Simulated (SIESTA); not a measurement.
**Pb under changes of volume**

One of the cells (40.672 Å³/atom); the others are scaled copies at fixed shape and fractional positions:

```
Pb
1.0
     0.00000    3.43900    3.43900
     3.43900    0.00000    3.43900
     3.43900    3.43900    0.00000
Pb
2
Direct
  0.25000 0.25000 0.25000
  0.00000 0.00000 0.00000
```

This isn't the form of Pb at room conditions, which is fcc.

- Program: SIESTA 5.4.2
- Functional: PBEsol
- Potentials or basis: PseudoDojo 0.4 standard (PBEsol files)
- Basis: DZP (energy shift 0.003 Ry; two zetas on semicore shells)
- Grid cutoff: 500 Ry
- Energy shift: 0.003 Ry
- k mesh: 7 × 7 × 7
- Occupations: fermi-dirac, width 0.05 eV
- Spin: no spin polarisation

```tsv
volume (Å³/atom)	energy over the lowest point (meV/atom)	pressure (GPa)
38.232	33.93	3.4
39.045	19.23	2.5
39.859	8.92	1.6
40.672	2.62	0.9
41.486	0.00	0.2
42.299	?	?
43.112	4.08	-0.9
```

Question: What does the run at 42.299 Å³/atom give?

Answer: Energy over the lowest point 0.86 meV/atom; pressure -0.4 GPa.

Worked out: A Birch-Murnaghan fit of order 3 (a polynomial in V^(-2/3)) to the other rows has its minimum at 41.74 Å³/atom with B0 = V·E''(V) = 32 GPa and B' = 4.3. It gives 0.56 meV/atom at 42.299 Å³/atom, against the run's 0.86, and -dE/dV = -0.4 GPa, against -0.4.

Energies are extrapolated to zero smearing.

Caveats: the basis of atomic orbitals isn't converged, which shifts pressures, moduli and gaps.
